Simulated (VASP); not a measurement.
Crystal: Zn.

```
Zn
1.0
     0.00000    1.96478    1.96478
     1.96478    0.00000    1.96478
     1.96478    1.96478    0.00000
Zn
1
Direct
  0.00000 0.00000 0.00000
```

This isn't the form of Zn at room conditions, which is hcp.

- Program: VASP 6.6.1
- Task: relaxation of cell and atoms
- Functional: SCAN
- Dispersion: rVV10
- Potentials or basis: VASP PAW PBE potentials, release 64 (Zn)
- Cutoff: 600 eV
- k mesh: 12 × 12 × 12
- Occupations: fermi-dirac, width 0.05 eV
- Spin: no spin polarisation

At the start: pressure -7.6 GPa; volume 15.17 Å³/atom.

Q: Where does the relaxation end?

A: Over 8 steps the energy falls by 39.8 meV/atom and the volume is 13.89 Å³/atom (-8.5 %); space group Fm-3m (No. 225, to 0.05 Å).

The path:
| step | energy change (eV) | largest force (eV/Å) | pressure (GPa) | volume (Å³) |
| --- | --- | --- | --- | --- |
| 1 | 0.0000 | 0.0000 | -7.59 | 15.17 |
| 2 | -0.0388 | 0.0000 | 1.75 | 13.65 |
| 3 | -0.0398 | 0.0000 | 0.71 | 13.81 |
| 4 | -0.0397 | 0.0000 | -0.29 | 13.91 |
| 5 | -0.0398 | 0.0000 | 0.09 | 13.88 |
| 6 | -0.0398 | 0.0000 | -0.10 | 13.90 |
| 7 | -0.0398 | 0.0000 | -0.08 | 13.89 |
| 8 | -0.0398 | 0.0000 | -0.04 | 13.89 |

Final structure:
```cif
data_structure
_symmetry_space_group_name_H-M 'P 1'
_symmetry_Int_Tables_number 1
_cell_length_a 2.6980
_cell_length_b 2.6980
_cell_length_c 2.6980
_cell_angle_alpha 60.000
_cell_angle_beta 60.000
_cell_angle_gamma 60.000
_cell_volume 13.89
loop_
_atom_site_label
_atom_site_type_symbol
_atom_site_fract_x
_atom_site_fract_y
_atom_site_fract_z
_atom_site_occupancy
Zn1 Zn 0.00000 0.00000 0.00000 1
```

Caveat: the PAW data sets were made with another functional, which shifts forces and pressure a little.
